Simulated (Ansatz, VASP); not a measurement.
# In in VASP and in Ansatz

INCAR

```
PREC     = Accurate       # precision mode
ENCUT    = 520            # plane-wave cutoff, eV
EDIFF    = 1E-7           # SCF threshold, eV
ISMEAR   = -1             # smearing method
SIGMA    = 0.05           # smearing width, eV
LREAL    = False          # projectors in reciprocal space
LASPH    = True           # aspherical terms in the spheres
NELM     = 100            # most SCF steps
ALGO     = Normal         # electronic algorithm
ISIF     = 2              # what is computed and relaxed
LWAVE    = False          # write WAVECAR
LCHARG   = True           # write CHGCAR
GGA      = PS             # functional
LELF     = True           # ELF
LVHAR    = True         
NBANDS   = 12             # bands
```

Contents of KPOINTS:

```
Automatic mesh
0
Gamma
  10 10 10
```

File POSCAR:

```
In
1.0
   -1.8570825908      1.8570825908      1.8570825908
    1.8570825908     -1.8570825908      1.8570825908
    1.8570825908      1.8570825908     -1.8570825908
In
1
Direct
    0.0000000000      0.0000000000      0.0000000000
```

The input input.yaml:

```yaml
crystal:
  lattice:
    - [-1.8570825908, 1.8570825908, 1.8570825908]
    - [1.8570825908, -1.8570825908, 1.8570825908]
    - [1.8570825908, 1.8570825908, -1.8570825908]
  atoms:
    - { symbol: In, position: [0.0, 0.0, 0.0] }
kpoints:
  mp_grid: { grid: [10, 10, 10] }
scf:
  occupations: { method: fermi_dirac, width: 0.05 }
hamiltonian:
  xc: pbesol
  pseudopotentials: { kind: all_electron, lapw: { basis_error: 0.0005 } }
output:
  forces: true
  stress: true
  eigenvalues: true
```

Change from the starting cell: volume scaled by 0.96.

Alike in both runs: task single point; functional PBEsol; k mesh 10 × 10 × 10; occupations fermi-dirac, width 0.05 eV; no spin polarisation.

```csv
,VASP,Ansatz
version,VASP 6.6.1,Ansatz 0.2.0
potentials or method,"VASP PAW PBE potentials, release 64 (In_d)","all-electron LAPW, scalar-relativistic"
plane-wave cutoff (eV),520,see its input
```

|  | VASP | Ansatz | Ansatz less VASP |
| --- | --- | --- | --- |
| gap on the k mesh at the Fermi level (eV) | none | none | - |
| pressure (GPa) | 0.2 | 0.3 | +0.04 |

A gap of «none» marks a metal or a gap that the smearing closes. Ansatz ran all-electron here, so the differences hold the error of VASP's frozen core and of both bases.

Caveats: the PAW data sets were made with another functional, which shifts forces and pressure a little (VASP).
